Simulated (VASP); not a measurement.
**H18CO10: single point with PBE**

The system is H18CO10.

```
CELL_PARAMETERS angstrom
6.71657 0.00000 0.00000
0.00000 6.71657 0.00000
0.00000 0.00000 6.71657
ATOMIC_POSITIONS crystal
O 0.23171 0.10580 0.77087
O 0.88318 0.78143 0.15369
O 0.17341 0.69061 0.43409
O 0.25480 0.66684 0.83441
O 0.98573 0.30937 0.07196
O 0.47923 0.71970 0.20164
O 0.55604 0.32794 0.35247
O 0.98036 0.11481 0.46607
O 0.69507 0.73076 0.85758
O 0.82174 0.63827 0.53687
H 0.18503 0.13376 0.64485
H 0.29351 0.24103 0.76887
H 0.97013 0.81854 0.26268
H 0.92374 0.89227 0.04992
H 0.04787 0.72327 0.47664
H 0.19547 0.54544 0.39587
H 0.28803 0.60333 0.71325
H 0.15649 0.59137 0.91186
H 0.04364 0.24696 0.95764
H 0.87845 0.24312 0.13474
H 0.59384 0.78397 0.28241
H 0.37125 0.78582 0.26713
H 0.44756 0.25671 0.41831
H 0.50282 0.45415 0.32872
H 0.92274 0.23298 0.47628
H 0.91232 0.06052 0.58152
H 0.60498 0.66561 0.96412
H 0.62722 0.51026 0.68903
C 0.72236 0.62833 0.69857
```

The cell was built by a generator and needn't be a form met in nature.

- Program: VASP 6.6.1
- Task: single point
- Functional: PBE
- Potentials or basis: VASP PAW PBE potentials, release 64 (O, H, C)
- Cutoff: 520 eV
- k mesh: 1 × 1 × 1
- Occupations: fermi-dirac, width 0.05 eV
- Spin: no spin polarisation
- Dipole correction: no
- Further INCAR settings: LREAL = Auto; ALGO = Normal; EDIFF = 1e-06; NBANDS = 61

| Quantity | Value |
| --- | --- |
| Pressure | 4.4 GPa |
| Largest force | 6.614 eV/Å |
| Band gap on the k mesh | 3.86 eV, direct |

Forces on the atoms (eV/Å):
```
O    1.956  1.917  2.578
O    0.937  2.727 -1.894
O    5.385 -2.037 -1.839
O   -0.200  0.346  2.005
O    1.032  2.074  0.232
O    2.938  0.670  1.260
O    0.438 -2.662  0.965
O    1.986 -4.819  0.264
O    0.689  1.183  0.255
O   -0.645  1.735  3.064
H   -2.141 -0.890 -3.721
H    0.475 -0.741  1.450
H    0.213 -0.077  0.127
H   -0.925 -2.250  1.792
H   -3.549 -0.341  1.610
H   -1.258  2.144  0.299
H   -0.329 -0.503 -1.188
H    0.272 -0.007 -0.385
H    0.000 -1.216 -0.428
H   -0.932 -0.938  0.083
H   -0.884 -1.212 -1.678
H   -1.576  0.062  0.101
H    0.313 -0.205 -0.277
H   -0.577  2.666 -0.878
H   -2.503  6.090 -0.618
H    0.088 -1.148  0.174
H    0.342  0.980 -0.814
H   -2.194 -3.038  0.255
C    0.648 -0.510 -2.794
```

Stress tensor (GPa, compression positive):
```
 5.71 -0.35  2.65
-0.35  4.64  0.88
 2.65  0.88  2.80
```

Levels at points of the mesh, in eV from the valence-band top:
| k point | band 38 | band 39 | band 40 | band 41 | band 42 | band 43 | band 44 | band 45 |
| --- | --- | --- | --- | --- | --- | --- | --- | --- |
| (0.00, 0.00, 0.00) | -0.57 | -0.40 | -0.22 | 0.00 | 3.86 | 4.65 | 6.39 | 6.79 |

Wall time 20 s on 1 thread of Intel(R) Xeon(R) 6975P-C (Granite Rapids) (shared host), peak memory 0.33 GiB.

As with any semilocal functional, this PBE gap is likely too small.
